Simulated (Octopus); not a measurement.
## Rb: equation of state with PBE

Crystal: Rb.

```xyz
1
Lattice="-2.9545 2.9545 2.7308 2.9545 -2.9545 2.7308 2.9545 2.9545 -2.7308" Properties=species:S:1:pos:R:3 pbc="T T T"
Rb    0.0000    0.0000    0.0000
```

This isn't the form of Rb at room conditions, which is bcc.

- Program: Octopus 16.4
- Task: equation of state
- Functional: PBE
- Potentials or basis: pseudodojo_pbe (PseudoDojo 0.5, PBE)
- k mesh: 7 × 7 × 7
- Occupations: fermi-dirac, width 0.05 eV
- Spin: no spin polarisation
- Eigensolver: chebyshev_filter
- Volume scales: [0.94, 0.96, 0.98, 1.0, 1.02, 1.04, 1.06]
- k-point symmetries used: yes
- ConvRelDens: 3e-07
- ExtraStates: 5
- DerivativesOrder: 8

```json
{
  "Equilibrium volume": "89.45 Å³/atom (rough: see the caveat)",
  "Bulk modulus at fixed shape and positions": "4.6 GPa (rough)"
}
```

Energy against volume, from the lowest point:
```tsv
volume (Å³/atom)	energy (meV/atom)
89.631	0.00
91.538	0.88
93.445	2.17
95.352	4.17
97.259	6.73
99.166	9.91
101.073	12.40
```

All runs of the series together: 23 min on 1 thread of Intel(R) Xeon(R) Platinum 8488C (Sapphire Rapids), with other jobs on the host.

Caveat: the minimum lies outside the volumes run; the fit is doubtful: noisy points or a state that changes with volume; the number of grid points is fixed, so the spacing changes with the cell, which shifts volumes and moduli; the cell was scaled at fixed shape and fractional positions, which overstates the stiffness of a crystal with free parameters, most of all of layers and chains.
